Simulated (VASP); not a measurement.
Data:

```
BeO
1.0
    1.34756    -2.33403     0.00000
    1.34756     2.33403     0.00000
    0.00000     0.00000     4.37509
Be O
2 2
Direct
  0.66667   0.33333   0.50006
  0.33333   0.66667   0.00006
  0.66667   0.33333   0.87794
  0.33333   0.66667   0.37794
```

Computed with PBEsol GGA, VASP's PBE PAW potentials (set 64) (plane waves; VASP 6.6.1). Numerical set-up: 600 eV cut-off, 10×10×6 Γ-centred mesh, Gaussian smearing of 0.050 eV, potentials Be O.

Energy and stress use the plane-wave basis of the starting cell.

Task: The ions, cell shape and volume at an external pressure of 5.0 GPa are relaxed. Predict the relaxed structure.

Result: 
```
BeO
1.0
    1.33739    -2.31644     0.00000
    1.33739     2.31644     0.00000
    0.00000     0.00000     4.34266
Be O
2 2
Direct
  0.66667   0.33333   0.50010
  0.33333   0.66667   0.00010
  0.66667   0.33333   0.87790
  0.33333   0.66667   0.37790
```
Space group P6_3mc (186), at a tolerance of 0.03 Å.

Task: How do energy and volume change from the first to the last step?

Result: The energy (σ→0) changes by +2.3 meV/atom and the volume by -2.2 %, in 3 ionic steps.

The compound is BeO in the wurtzite structure. This run relaxes it under an external pressure of 5 GPa. Symmetry was kept, so distortions that lower it aren't found.
